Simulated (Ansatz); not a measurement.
**MoS2: response to strain**

MoS2 is deformed so: equal xx and yy strain of +3 %. What stress and forces result, by LAPW, PAW and all-electron datasets made for the crystal?

Method: DFT PBE, scalar-relativistic, in Ansatz 0.2.0.

### 1 The starting structure

It takes space group R3m (No. 160, trigonal). Conventional cell: a = 3.163 Å, b = 3.163 Å, c = 18.370 Å, α = 90.00°, β = 90.00°, γ = 120.00°. Mo (site symmetry 3m) is surrounded by 6 S at 2.36 Å. S (site symmetry 3m) has 3 Mo at 2.36 Å as nearest neighbours.

As a file:

```cif
data_structure
_symmetry_space_group_name_H-M 'P 1'
_symmetry_Int_Tables_number 1
_cell_length_a 6.3898
_cell_length_b 6.3898
_cell_length_c 6.3898
_cell_angle_alpha 28.660
_cell_angle_beta 28.660
_cell_angle_gamma 28.660
_cell_volume 53.05
loop_
_atom_site_label
_atom_site_type_symbol
_atom_site_fract_x
_atom_site_fract_y
_atom_site_fract_z
_atom_site_occupancy
Mo1 Mo 0.00000 0.00000 0.00000 1
S1 S 0.74840 0.74840 0.74840 1
S2 S 0.58490 0.58490 0.58490 1
```

Atoms are numbered in the order of the input: Mo1, S2, S3.

### 2 After the deformation

Space group R3m before, R3m after.

### 3 LAPW, all electrons

input.yaml

```yaml
crystal:
  lattice:
    - [1.6289453675, 0.9404720464, 6.12333]
    - [-1.6289453675, 0.9404720464, 6.12333]
    - [0.0, -1.8809440928, 6.12333]
  atoms:
    - { symbol: Mo, position: [0.0, 0.0, 0.0] }
    - { symbol: S, position: [0.7484, 0.7484, 0.7484] }
    - { symbol: S, position: [0.5849, 0.5849, 0.5849] }
kpoints:
  mp_grid: { grid: [13, 13, 13] }
  band_path:
    path:
      - [0.0, 0.0, 0.0]
      - [0.5, 0.5, 0.5]
      - [0.8176070827, 0.1823929173, 0.5]
      - [0.5, -0.1823929173, 0.1823929173]
      - [0.5, 0.0, 0.0]
      - [0.0, 0.0, 0.0]
      - [0.3411964587, -0.3411964587, 0.0]
      - [0.6588035413, 0.0, 0.3411964587]
      - [0.5, 0.0, 0.5]
    npoints: 5
scf:
  occupations: { method: fermi_dirac, width: 0.05 }
hamiltonian:
  xc: pbe
  pseudopotentials: { kind: all_electron, lapw: { basis_error: 0.0005 } }
output:
  forces: true
  stress: true
  eigenvalues: true
```

Launch:

```
$ ansatz run input.yaml --threads 1 --pin off --max-ram 4096MiB --backend cpu --events-out ev --progress --plain --runs-dir out
```

### 4 Frozen-core PAW

input.yaml

```yaml
crystal:
  lattice:
    - [1.6289453675, 0.9404720464, 6.12333]
    - [-1.6289453675, 0.9404720464, 6.12333]
    - [0.0, -1.8809440928, 6.12333]
  atoms:
    - { symbol: Mo, position: [0.0, 0.0, 0.0] }
    - { symbol: S, position: [0.7484, 0.7484, 0.7484] }
    - { symbol: S, position: [0.5849, 0.5849, 0.5849] }
kpoints:
  mp_grid: { grid: [13, 13, 13] }
scf:
  occupations: { method: fermi_dirac, width: 0.05 }
hamiltonian:
  xc: pbe
  pseudopotentials: { kind: paw }
output:
  forces: true
  stress: true
  eigenvalues: true
  efg: { contact_densities: true }
```

### 5 All-electron PAW on datasets made for the crystal

input.yaml, as its differences from that of step 4:

```diff
@@ -15,3 +15,3 @@
   xc: pbe
-  pseudopotentials: { kind: paw }
+  pseudopotentials: { kind: all_electron, datasets: crystal }
 output:
```

(Steps that only read results are left out.)

Before running it: what results should come out? Wanted: pressure; largest shear or deviatoric stress.

**Answer**, as computed:

| quantity | value |
| --- | --- |
| pressure | LAPW 0.32, PAW 0.30, crystal datasets 0.32 GPa |
| largest shear or deviatoric stress (LAPW) | 6.90 GPa |

What this shows: The largest part of the stress beyond the pressure is 6.90 GPa in size, in the zz component; the atoms are carried along and not relaxed. No run of the undeformed cell stands beside it, so the pressure holds what the given cell had before the change. PAW: stress within 0.02 GPa of LAPW, forces within 1 meV/Å. Crystal datasets: stress within 0.01 GPa of LAPW, forces within 1 meV/Å.
